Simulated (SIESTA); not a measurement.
The system is HfC.

```
CELL_PARAMETERS angstrom
0.00000 2.32500 2.32500
2.32500 0.00000 2.32500
2.32500 2.32500 0.00000
ATOMIC_POSITIONS crystal
Hf 0.50000 0.50000 0.50000
C 0.00000 0.00000 0.00000
```

Base run:

* Program: SIESTA 5.4.2
* Functional: RPBE
* Potentials or basis: PseudoDojo 0.4 standard (PBE files)
* Basis: DZP (energy shift 0.003 Ry; two zetas on semicore shells)
* Grid cutoff: 800 Ry
* Energy shift: 0.003 Ry
* k mesh: 10 × 10 × 10
* Occupations: fermi-dirac, width 0.05 eV
* Spin: no spin polarisation

Its results: band gap on the k mesh none (metal or under the smearing width); pressure 6.7 GPa.

Q: The run is repeated on the same cell with these changes: functional from RPBE to PBE; basis from DZP (energy shift 0.003 Ry; two zetas on semicore shells) to TZP (energy shift 0.003 Ry; two zetas on semicore shells). What comes out?

A: Band gap on the k mesh none (metal or under the smearing width); pressure 1.8 GPa.

Several settings changed at once, so the effect can't be laid on one alone.

Caveats: short orbitals over semicore shells can move pressures by several GPa; spin-orbit coupling is left out, which moves the levels of the heavy elements; the basis of atomic orbitals isn't converged, which shifts pressures, moduli and gaps; the potentials were made for another functional, which shifts forces and pressure (some runs).
